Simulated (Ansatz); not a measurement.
Runs of Ansatz 0.2.0 on SnTe. It takes space group F-43m (No. 216, cubic). The conventional cell has a = 7.222 Å, b = 7.222 Å, c = 7.222 Å, α = 90.00°, β = 90.00°, γ = 90.00°. Te (site symmetry -43m) is surrounded by 4 Sn at 3.13 Å. Sn (site symmetry -43m) is surrounded by 4 Te at 3.13 Å. Measurements of this composition are mostly on another form, of space group No. 225.

```tsv
level	potentials or basis	cell	k mesh	cutoff (eV)	smearing	basis error allowed	gap on the mesh (eV)	pressure (GPa)
PBE	all-electron LAPW, scalar-relativistic	the cell as VASP's run set it	7 × 7 × 7	189	gaussian 0.02 eV	0.001 eV/atom	0.33	0.0
PBE0+D3(BJ)	all-electron PAW datasets made for the crystal	volume scaled by 1.25	4 × 4 × 4	250	gaussian 0.01 eV	-	1.51	(a)
PBE	all-electron LAPW, scalar-relativistic	as given	7 × 7 × 7	189	gaussian 0.02 eV	0.001 eV/atom	0.33	0.0
RPBE	all-electron LAPW, scalar-relativistic	the cell as VASP's run set it	7 × 7 × 7	189	gaussian 0.05 eV	0.001 eV/atom	0.42	1.0
PBE	all-electron LAPW, scalar-relativistic	as given	7 × 7 × 7	189	gaussian 0.05 eV	0.001 eV/atom	0.33	0.0
PBE	all-electron LAPW, scalar-relativistic	the cell as VASP's run set it	7 × 7 × 7	189	gaussian 0.05 eV	0.001 eV/atom	0.33	0.0
RPBE	all-electron LAPW, scalar-relativistic	as given	7 × 7 × 7	189	gaussian 0.05 eV	0.001 eV/atom	0.42	1.0
```

Alike in all rows: task single point; no spin polarisation.

Estimate the missing entries.

(a) -4.8.

Caveats: spin-orbit coupling is left out, which moves the levels of the heavy elements; an odd mesh through Γ misses points on the zone boundary, where band edges often lie (some runs).

A k mesh can miss the band edges, and the runs leave out spin-orbit coupling on Sn, Te.

The runs don't all hold the same shells in valence.
